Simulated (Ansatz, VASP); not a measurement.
C: VASP beside Ansatz

```
C
1.0
     2.12732   -1.22828    0.00000
     2.12732    1.22828    0.00000
    -1.37907    0.00000    3.50283
C
2
Direct
  0.82241 0.83936 0.99951
  0.16426 0.16341 0.99481
```

This is a stacking variant of graphite.

Alike in both runs: task single point; functional r2SCAN; k mesh 9 × 9 × 6; occupations fermi-dirac, width 0.05 eV; no spin polarisation.

|  | VASP | Ansatz |
| --- | --- | --- |
| version | VASP 6.6.1 | Ansatz 0.2.0 |
| potentials or method | VASP PAW PBE potentials, release 64 (C) | plane waves, PAW |
| plane-wave cutoff (eV) | 520 | 650 |
| valence electrons in the cell | 8 | 8 |

|  | VASP | Ansatz | Ansatz less VASP |
| --- | --- | --- | --- |
| pressure (GPa) | 0.7 | 0.0 | -0.71 |
| largest component of the traceless stress (GPa) | 1.76 | 1.69 | -0.069 |
| rms of the force components (eV/Å) | 0.721 | 0.720 | -0.0014 |

Atom by atom the forces differ by 0.002 eV/Å (rms over components). The functional is the same, so the differences come from potentials, cutoffs and numerics. Ansatz warned: «stress_scf_threshold_loose».

Caveats: the PAW data sets were made with another functional, which shifts forces and pressure a little (VASP).
